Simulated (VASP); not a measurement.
A VASP 6.6.1 single-point calculation on BeS

INCAR

```
GGA = PE
LCHARG = .FALSE.
NBANDS = 11
NELM = 66
LASPH = .TRUE.
LWAVE = .FALSE.
LREAL = .FALSE.
ENCUT = 520
NSW = 0
ISIF = 2
ISMEAR = -1
IBRION = -1
SIGMA = 0.02
EDIFF = 1E-7
PREC = Accurate
```

KPOINTS

```
KPOINTS created by Atomic Simulation Environment
0
Gamma
10 10 10
0 0 0
```

POSCAR

```
Be S
 1.0000000000000000
     2.5662460000000000    0.0000000000000000    2.5662460000000000
     0.0000000000000000    2.5662460000000000    2.5662460000000000
     2.5662460000000000    2.5662460000000000    0.0000000000000000
 Be  S
   1   1
Cartesian
  0.0000000000000000  0.0000000000000000  0.0000000000000000
  1.2831229999999998  1.2831229999999998  1.2831229999999998
```

The recommended PBE PAW datasets give the neutral cell 8 valence electrons.

Command

```
mpirun -np 1 vasp_std
```

Standard output (part)

```
|     EEEEEEE  RRRRRR   RRRRRR   OOOOOOO  RRRRRR      ###     ###     ###     |
|     E        R     R  R     R  O     O  R     R     ###     ###     ###     |
|     E        R     R  R     R  O     O  R     R     ###     ###     ###     |
|     EEEEE    RRRRRR   RRRRRR   O     O  RRRRRR       #       #       #      |
|     E        R    R   R    R   O     O  R    R      ###     ###     ###     |
|     EEEEEEE  R     R  R     R  OOOOOOO  R     R     ###     ###     ###     |
|     ERROR: the triple product of the basis vectors is negative exchange     |
|     two basis vectors                                                       |
|       ---->  I REFUSE TO CONTINUE WITH THIS SICK JOB ... BYE!!! <----       |
```

VASP stopped before the first electronic step.

Q: Find the fault in these files.

A: Left-handed cell vectors. VASP stopped before the first electronic step.
